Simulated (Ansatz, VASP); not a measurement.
# One calculation of Al, two programs

```
Al
1.0
     0.00000    1.90851    1.90851
     1.90851    0.00000    1.90851
     1.90851    1.90851    0.00000
Al
1
Direct
  0.00000 0.00000 0.00000
```

Change from the starting cell: volume scaled by 0.88, PAW files.

Alike in both runs: task single point; functional LDA; k mesh 16 × 16 × 16; occupations fermi-dirac, width 0.08 eV; no spin polarisation.

|  | VASP | Ansatz |
| --- | --- | --- |
| version | VASP 6.6.1 | Ansatz 0.2.0 |
| potentials or method | VASP PAW LDA potentials, release 64 (Al) | PAW with Ansatz's default frozen-core files, scalar-relativistic |
| plane-wave cutoff (eV) | 520 | 420 |
| valence electrons in the cell | 3 | 3 |

|  | VASP | Ansatz | Ansatz less VASP |
| --- | --- | --- | --- |
| pressure (GPa) | 14.7 | 14.5 | -0.19 |
